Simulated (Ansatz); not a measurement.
# Zn (Im-3m) in Ansatz: convergence with wavefunction cutoff

Aim: find how far wavefunction cutoff must go before the results for Zn settle, at PBE. This setting moves, with any that are tied to it; all else stays.

Program: Ansatz 0.2.0. These are calculated values, not measurements. Logs are shortened: lines on timing, memory, paths and dates and some standing lists are left out, and cuts for length are marked.

## Step 1: The crystal as given

The structure is cubic, space group Im-3m (No. 229). Conventional cell: a = 3.138 Å, b = 3.138 Å, c = 3.138 Å, α = 90.00°, β = 90.00°, γ = 90.00°. Zn (site symmetry m-3m) is surrounded by 8 Zn at 2.72 Å.

This isn't the form of Zn at room conditions, which is hcp.

## Step 2: With wavefunction cutoff 400 eV

Input file input.yaml:

```yaml
crystal:
  lattice:
    - [-1.569037, 1.569037, 1.569037]
    - [1.569037, -1.569037, 1.569037]
    - [1.569037, 1.569037, -1.569037]
  atoms:
    - { symbol: Zn, position: [0.0, 0.0, 0.0] }
hamiltonian:
  xc: pbe
  pseudopotentials: { kind: paw, source: jth }
kpoints:
  mp_grid: { grid: [10, 10, 10] }
scf:
  occupations: { method: gaussian, width: 0.1 }
output:
  forces: true
  stress: true
  eigenvalues: true
basis:
  ecutwfc: "400 eV"
```

Potentials or basis: JTH PAW.

Launch:

```
$ ansatz run input.yaml --threads 2 --pin off --max-ram 5632MiB --backend cpu --events-out ev --progress --plain --runs-dir out
```

Log:

```text
Warning: basis.ecutwfc = 400 eV is below the records' recommended 1080 eV, and the density's cutoff is lower with it unless basis.ecutrho_ratio is high enough to keep the records' density cutoff: compare with a run at a higher cutoff
Warning: the checks of this Zn dataset prove no rule for summing its radial tables, as where they were carried onto another mesh than they were made on, and Gregory's rule is taken, under which a leading mesh point left out moves its sums only by what lay on the interval it spanned. That does not make them correct, and they differ from Quantum ESPRESSO's on this file; a re-export a fraction of a mesh step off can move them. hamiltonian.pseudopotentials.radial_quadrature: simpson_from_first_knot sums it by `pw.x`'s rule; on a PAW file no value gives `pw.x`'s numbers. What more to know: hamiltonian.pseudopotentials.radial_quadrature, in the input reference
Warning: RAYON_NUM_THREADS=2 ignored (pool sized by the plan → 2); use --threads N
Engine: ansatz 0.2.0, x86_64-unknown-linux-gnu
Pseudopotentials: kind: paw
Pseudopotential: Zn, paw, valence charge 12, recommended cutoff 1080 eV (normal), Zn.paw.azcp
Functional definition: PBE
  parameter kappa = 0.804
  parameter beta = 0.06672455060314922
  exchange = pbe_x(kappa = kappa, mu = beta*pi^2/3)
  correlation = pbe_c(beta = beta)
Crystal: 1 atoms, lattice volume = 15.451 Å³
Basis set: ecut = 400 eV, 321 PW (Γ), exchange–correlation on 48×48×48 points (8 copies of the dense FFT grid, shifted against one another)
Bands: 10, of which v1, the nominal top of the filled ones, is band 6 counted from 1 (5 counted from 0)
Symmetry: 48 space group operations
Space group: Im-3m (ITA 229), of the structure as read, at distance tolerance 2.5e-5 Å
k-points: 47 of 1000
Non-local potential: Zn, projectors of the file, l = 0: 2, l = 1: 2, l = 2: 2
PAW form: soft (Blöchl's): semilocal exchange-correlation on the pseudo side does not see the compensation charge
PAW one-centre angular grid: Zn, 590 points (default); XC on 64 Gauss nodes
Initial density: superposition of atomic densities (chi_scale 0.1, normalization cell)
Initial wavefunctions: pseudopotential atomic-orbital guess
Functional: x = pbe(κ = 0.804, μ = 0.2195149727645171), c = pbe(β = 0.06672455060314922)
SCF iter   1: F=—  HF=-3317.481586 eV  |F-HF|=—  |Δ(HF+E_count)|=         —  Δρ=4.33e-2  dr2=3.00e-1  ethr=3.10e-3  ⟨swp⟩=7.9  Hψ=4257  notcnv=0
preconditioner: auto → none  [insulator: Δε(μ)=0.141 eV  Ē_g=16.467 eV  σ=0.100 eV  W_gap=0.67  n_scr=0 (ndim 8)  ℏωp=32.7 eV  f_vac=0.000  D(μ)=0.50/eV (n_scr^D=0)  ε∞_Penn≈4.9]
SCF iter   2: F=—  HF=-3317.420003 eV  |F-HF|=—  |Δ(HF+E_count)|=   6.16e-2  Δρ=2.00e-2  dr2=2.38e-2  ethr=2.50e-3  ⟨swp⟩=3.6  Hψ=1415  notcnv=0  defer=4
SCF iter   3: F=—  HF=-3317.389117 eV  |F-HF|=—  |Δ(HF+E_count)|=   3.09e-2  Δρ=8.17e-3  dr2=1.06e-2  ethr=1.98e-4  ⟨swp⟩=2.9  Hψ=1320  notcnv=0  defer=4
SCF iter   4: F=—  HF=-3317.386030 eV  |F-HF|=—  |Δ(HF+E_count)|=   3.09e-3  Δρ=1.09e-3  dr2=1.98e-4  ethr=8.84e-5  ⟨swp⟩=1.1  Hψ=504  notcnv=0  defer=4
SCF iter   5: F=—  HF=-3317.386066 eV  |F-HF|=—  |Δ(HF+E_count)|=   3.64e-5  Δρ=1.74e-4  dr2=1.12e-6  ethr=1.65e-6  ⟨swp⟩=3.4  Hψ=780  notcnv=0  defer=4
SCF iter   6: F=—  HF=-3317.386077 eV  |F-HF|=—  |Δ(HF+E_count)|=   1.05e-5  Δρ=7.25e-5  dr2=1.87e-7  ethr=8.33e-10  ⟨swp⟩=13.9  Hψ=4324  notcnv=0
SCF iter   7: F=-3317.386078 eV  HF=-3317.386078 eV  |F-HF|=1.17e-8  |Δ(HF+E_count)|=   9.08e-7  Δρ=8.27e-6  dr2=2.58e-9  ethr=8.33e-10  ⟨swp⟩=8.9  Hψ=2836  notcnv=0
SCF 1 converged in 7 iterations: F = -3317.386078 eV  dr2 = 2.58e-9
SCF converged after 7 iterations
Free energy (F): -3317.386078 eV
Harris-Foulkes:  -3317.386078 eV  (|F-HF|=1.17e-8)
Internal energy: -3317.383234 eV  (E = F + TS)
E sigma→0 (E₀):  -3317.384656 eV
Entropy (-TS):   -0.002843 eV (-2.843 meV/atom)
Fermi energy:    12.723229 eV
--- Per-component energies (eV) ---
  E_band       = 66.434918
  E_kinetic    = 176.466907
  E_local      = -1498.036795  (includes V_loc(G=0)·N_el)
  E_nonlocal   = 502.717274
  E_hartree    = 380.758511
  E_xc         = -47.823497
  E_vxc        = -58.232726  (∫ρ·V_xc dr)
  E_paw        = -1629.113133  (= ΣΔE_a)
  E_vpaw       = 182.005306  (= ΣTr[D̂ρ^β])
  E_aug_tail   = -0.002160  (compensation charges beyond the density's cutoff)
  E_ewald      = -1202.350342
  E_smearing   = -0.002843  (= −TS)
  E_closure    = -0.000000  (closes the sum)
  Σ components = -3317.386078   (vs F -3317.386078, Δ=0.00e0)
--- Forces (eV/Å), atoms counted from 1 ---
  atom   1  Zn    -0.00000000    -0.00000000    -0.00000000
  max |Σ_I F_I| component: 6.47e-32 eV/Å
--- Stress (GPa, compression-positive) ---
       -0.337064      -0.000000       0.000000
       -0.000000      -0.337064      -0.000000
        0.000000       0.000000      -0.337064
  P = ⅓ Tr σ = -0.3371 GPa (-3.371 kbar)
--- Band table (eV; the first three rows and the last of 47) ---
  k-point 0: bands = ["2.1664", "4.7828", "4.7828", "4.7828", "5.2822", "5.2822", "31.3986", "31.3986", "31.3986", "32.9041"]
  k-point 1: bands = ["2.4796", "4.7537", "4.7902", "4.8558", "5.2564", "5.2842", "27.7950", "29.5831", "30.1155", "31.3212"]
  k-point 2: bands = ["3.3470", "4.6780", "4.8581", "5.0531", "5.2176", "5.2904", "22.8577", "27.2319", "28.0527", "29.7013"]
  k-point 46: bands = ["4.2311", "4.2311", "5.5383", "5.5383", "5.5383", "16.6672", "16.6672", "16.6672", "19.9181", "21.0553"]
```

Run time: 0.92 s. Hardware: 2 threads of Intel Xeon at 2.50GHz (Skylake/Cascade Lake), shared host; peak memory 0.27 GiB.

Results:

```yaml
Free_energy: -3317.3861 eV
Pressure: -0.3 GPa
Band_gap_on_the_k_mesh: none (metal or under the smearing width)
```

## Step 3: With wavefunction cutoff 500 eV

Edit input.yaml of step 2 so:

```diff
@@ -19,2 +19,2 @@
 basis:
-  ecutwfc: "400 eV"
+  ecutwfc: "500 eV"
```

Potentials or basis: JTH PAW.

Launch:

```
$ ansatz run input.yaml --threads 2 --pin off --max-ram 5632MiB --backend cpu --events-out ev --progress --plain --runs-dir out
```

Wall time 1.2 s (2 threads of Intel Xeon at 2.50GHz (Skylake/Cascade Lake), shared host); peak memory 0.27 GiB.

What came out:

* Free energy: -3317.4128 eV
* Pressure: -0.4 GPa
* Band gap on the k mesh: none (metal or under the smearing width)

## Step 4: With wavefunction cutoff 600 eV

Edit input.yaml of step 3 so:

```diff
@@ -19,2 +19,2 @@
 basis:
-  ecutwfc: "500 eV"
+  ecutwfc: "600 eV"
```

Launch:

```
$ ansatz run input.yaml --threads 2 --pin off --max-ram 5632MiB --backend cpu --events-out ev --progress --plain --runs-dir out
```

Run time: 1.3 s. Hardware: 2 threads of Intel Xeon at 2.50GHz (Skylake/Cascade Lake), shared host; peak memory 0.28 GiB.

What came out:

| Item | Value |
| --- | --- |
| Free energy | -3317.4350 eV |
| Pressure | -0.4 GPa |
| Band gap on the k mesh | none (metal or under the smearing width) |

## Step 5: With wavefunction cutoff 700 eV

Edit input.yaml of step 4 so:

```diff
@@ -19,2 +19,2 @@
 basis:
-  ecutwfc: "600 eV"
+  ecutwfc: "700 eV"
```

Launch:

```
$ ansatz run input.yaml --threads 2 --pin off --max-ram 5632MiB --backend cpu --events-out ev --progress --plain --runs-dir out
```

Wall time 1.5 s (2 threads of Intel Xeon at 2.50GHz (Skylake/Cascade Lake), shared host); peak memory 0.29 GiB.

What came out:

```
Free energy            : -3317.4371 eV
Pressure               : -0.4 GPa
Band gap on the k mesh : none (metal or under the smearing width)
```

## Step 6: With wavefunction cutoff 850 eV

Edit input.yaml of step 5 so:

```diff
@@ -19,2 +19,2 @@
 basis:
-  ecutwfc: "700 eV"
+  ecutwfc: "850 eV"
```

Potentials or basis: JTH PAW.

Launch:

```
$ ansatz run input.yaml --threads 2 --pin off --max-ram 5632MiB --backend cpu --events-out ev --progress --plain --runs-dir out
```

Run time: 1.7 s. Hardware: 2 threads of Intel Xeon at 2.50GHz (Skylake/Cascade Lake), shared host; peak memory 0.3 GiB.

It converged, with:

```yaml
Free_energy: -3317.4392 eV
Pressure: -0.4 GPa
Band_gap_on_the_k_mesh: none (metal or under the smearing width)
```

## Step 7: With wavefunction cutoff 1000 eV

Edit input.yaml of step 6 so:

```diff
@@ -19,2 +19,2 @@
 basis:
-  ecutwfc: "850 eV"
+  ecutwfc: "1000 eV"
```

Launch:

```
$ ansatz run input.yaml --threads 2 --pin off --max-ram 5632MiB --backend cpu --events-out ev --progress --plain --runs-dir out
```

Run time: 2 s. Hardware: 2 threads of Intel Xeon at 2.50GHz (Skylake/Cascade Lake), shared host; peak memory 0.33 GiB.

Results (log left out):

```
Free energy            : -3317.4402 eV
Pressure               : -0.4 GPa
Band gap on the k mesh : none (metal or under the smearing width)
```

## Step 8: With wavefunction cutoff 1200 eV

Edit input.yaml of step 7 so:

```diff
@@ -19,2 +19,2 @@
 basis:
-  ecutwfc: "1000 eV"
+  ecutwfc: "1200 eV"
```

Launch:

```
$ ansatz run input.yaml --threads 2 --pin off --max-ram 5632MiB --backend cpu --events-out ev --progress --plain --runs-dir out
```

It took 2.9 s on 2 threads of Intel Xeon at 2.50GHz (Skylake/Cascade Lake), shared host; peak memory 0.35 GiB.

The run converged. Its results:

```
Free energy            : -3317.4406 eV
Pressure               : -0.4 GPa
Band gap on the k mesh : none (metal or under the smearing width)
```

## Step 9: With wavefunction cutoff 1400 eV

Edit input.yaml of step 8 so:

```diff
@@ -19,2 +19,2 @@
 basis:
-  ecutwfc: "1200 eV"
+  ecutwfc: "1400 eV"
```

Potentials or basis: JTH PAW.

Launch:

```
$ ansatz run input.yaml --threads 2 --pin off --max-ram 5632MiB --backend cpu --events-out ev --progress --plain --runs-dir out
```

It took 3.4 s on 2 threads of Intel Xeon at 2.50GHz (Skylake/Cascade Lake), shared host; peak memory 0.39 GiB.

It converged, with:

| Property | Result |
| --- | --- |
| Free energy | -3317.4409 eV |
| Pressure | -0.4 GPa |
| Band gap on the k mesh | none (metal or under the smearing width) |

## Step 10: With wavefunction cutoff 1700 eV

Edit input.yaml of step 9 so:

```diff
@@ -19,2 +19,2 @@
 basis:
-  ecutwfc: "1400 eV"
+  ecutwfc: "1700 eV"
```

Launch:

```
$ ansatz run input.yaml --threads 2 --pin off --max-ram 5632MiB --backend cpu --events-out ev --progress --plain --runs-dir out
```

Run time: 4 s. Hardware: 2 threads of Intel Xeon at 2.50GHz (Skylake/Cascade Lake), shared host; peak memory 0.41 GiB.

Results (log left out):

```yaml
Free_energy: -3317.4410 eV
Pressure: -0.4 GPa
Band_gap_on_the_k_mesh: none (metal or under the smearing width)
```

## Step 11: Summary

| wavefunction cutoff | energy less the tightest run, at zero smearing (meV/atom) | pressure (GPa) | SCF cycles | CPU time (s) | peak memory (GiB) |
| --- | --- | --- | --- | --- | --- |
| 400 eV | 54.93 | -0.34 | 7 | 1.4 | 0.27 |
| 500 eV | 28.18 | -0.40 | 7 | 1.8 | 0.27 |
| 600 eV | 5.97 | -0.43 | 7 | 2 | 0.28 |
| 700 eV | 3.91 | -0.42 | 7 | 2.4 | 0.29 |
| 850 eV | 1.85 | -0.42 | 7 | 3 | 0.3 |
| 1000 eV | 0.81 | -0.42 | 7 | 3.4 | 0.33 |
| 1200 eV | 0.44 | -0.42 | 7 | 4.7 | 0.35 |
| 1400 eV | 0.11 | -0.42 | 7 | 5.6 | 0.39 |
| 1700 eV | 0.00 | -0.42 | 7 | 7 | 0.41 |

Against the tightest run, the energy stays within 1 meV/atom from 1000 eV on; the pressure stays within 0.1 GPa from 400 eV on. The tightest run that finished is the yardstick and may itself not be fully converged.
